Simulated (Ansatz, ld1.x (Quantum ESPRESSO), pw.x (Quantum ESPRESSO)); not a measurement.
## Ba: one change to the TM potential, in the atom and in the fcc crystal

barium (Ba), norm-conserving Troullier–Martins (Kleinman–Bylander form), made with ld1.x (Quantum ESPRESSO) 7.5 (PBE, scalar-relativistic). Core [Xe], reference 5d0 6s1 6p0 (charge +1). Waves: 6p (bound, empty): rc 3.75 bohr; 5d (bound, empty): rc 3.25 bohr; 6s (bound): rc 4.20 bohr. Local part: the s channel. Core correction: none.

Change: core correction a·sin(br)/r model core inside 3.18 bohr.

Cutoffs, loose and tight: the cutoffs (Ry, on a coarse ladder) from which the occupation-weighted sum of valence levels, in a spherical-Bessel basis at the reference potential, stays within 10 and 1 mRy of its value at 400 Ry. They do not see the model core or the augmentation charge, which bear on the density cutoff. Test errors are all-electron minus pseudo excitation energies from the reference, over the configurations 5d0 6s2 6p0; 5d0 6s1.5 6p0; 5d0 6s1 6p1; 5d1 6s1 6p0; 5d0.5 6s1.5 6p0; 5d0 6s0 6p2; 5d0 6s0 6p1; variants that change the core or the reference have their own tests.

Crystal test: fcc Ba in pw.x 7.5, no spin, 9³ k-points, Fermi–Dirac smearing 0.01 Ry, cutoffs set for each file from its atomic test. The reference is all-electron LAPW (Ansatz 0.2.0) with the same functional, mesh and smearing; V0 and B0 come from Birch–Murnaghan fits to the pressures at five volumes. Errors are pseudo minus all-electron; Δ is the rms difference of the E(V) curves that follow from these fits, minima aligned, over ±6 % about the mean V0. Mesh and smearing are coarse, so the numbers serve the comparison and aren't converged zero-temperature values; the lattice is a test structure that the element need not adopt.

All-electron: a0 = 6.363 Å (V0 = 64.40 Å³/atom), B0 = 8.0 GPa.

Problem. Does the change bring the crystal closer to the all-electron result?

Solution. The mean pressure error goes from -1.08 to +0.49 GPa, so the change moves the solid closer to the all-electron pressures. Neither pressure curve crosses zero within the volumes sampled, so no fits are given.

```
                       quantity       base    changed
                 outcome (atom)  generated  generated
           cutoff, loose (atom)       6 Ry       6 Ry
           cutoff, tight (atom)       6 Ry       6 Ry
            bound ghosts (atom)       none       none
largest test error (meV) (atom)       +431        -48
           cutoffs in pw.x (Ry)     35/140     50/200
      mean pressure error (GPa)      -1.08      +0.49
```

Base: This is a poor potential for the solid. Changed file: This is a poor potential for the solid. The atomic cutoffs weigh occupied waves only.
